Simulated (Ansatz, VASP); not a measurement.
One calculation of BeS, two programs

```
CELL_PARAMETERS angstrom
2.94139 0.00000 0.00000
0.00000 2.94139 0.00000
0.00000 0.00000 2.94139
ATOMIC_POSITIONS crystal
Be 0.00000 0.00000 0.00000
S 0.50000 0.50000 0.50000
```

The cell was built by a generator and needn't be a form met in nature.

Alike in both runs: task single point; functional HSE06; k mesh 4 × 4 × 4; occupations fermi-dirac, width 0.02 eV; no spin polarisation.

|  | VASP | Ansatz |
| --- | --- | --- |
| version | VASP 6.6.1 | Ansatz 0.2.0 |
| potentials or method | VASP PAW PBE potentials, release 64 (Be, S) | plane waves, PAW |
| plane-wave cutoff (eV) | 520 | 420 |
| valence electrons in the cell | 8 | 8 |

Ansatz gave:

| Quantity | Value |
| --- | --- |
| pressure (GPa) | -3.3 |

Task: Estimate VASP's values.

Result: Pressure (GPa): -3.7.

Ansatz warned: «filled_band_counts_differ_across_k_points».

Caveats: the k mesh is coarse (spacing up to 0.53 Å⁻¹), so the values aren't converged, least of all with exact exchange; the PAW data sets were made with another functional, which shifts forces and pressure a little (VASP).
